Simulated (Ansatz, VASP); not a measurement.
# One calculation of Al, two programs

```
Al
1.0
     2.81442    0.00000    0.00000
    -1.40721    2.43736    0.00000
     0.00000    0.00000    9.24105
Al
4
Direct
  0.00000 0.00000 0.00000
  0.33333 0.66667 0.25000
  0.00000 0.00000 0.50000
  0.66667 0.33333 0.75000
```

Alike in both runs: functional PBE; dispersion D3(BJ); k mesh 18 × 18 × 6; occupations gaussian, width 0.1 eV; no spin polarisation.

Ansatz relaxed the structure, and its values are those at the end. VASP's run is a single point on that final structure, the one shown.

|  | VASP | Ansatz |
| --- | --- | --- |
| version | VASP 6.6.1 | Ansatz 0.2.0 |
| potentials or method | VASP PAW PBE potentials, release 64 (Al) | scalar-relativistic, plane waves, PAW |
| plane-wave cutoff (eV) | 520 | 420 |
| valence electrons in the cell | 12 | 12 |

```csv
,VASP,Ansatz,Ansatz less VASP
gap on the k mesh at the Fermi level (eV),none,none,-
pressure (GPa),0.0,0.0,0.00
```

A gap of «none» marks a metal or a gap that the smearing closes.

Caveats: pairwise dispersion overbinds metals, which lowers pressure and volume.
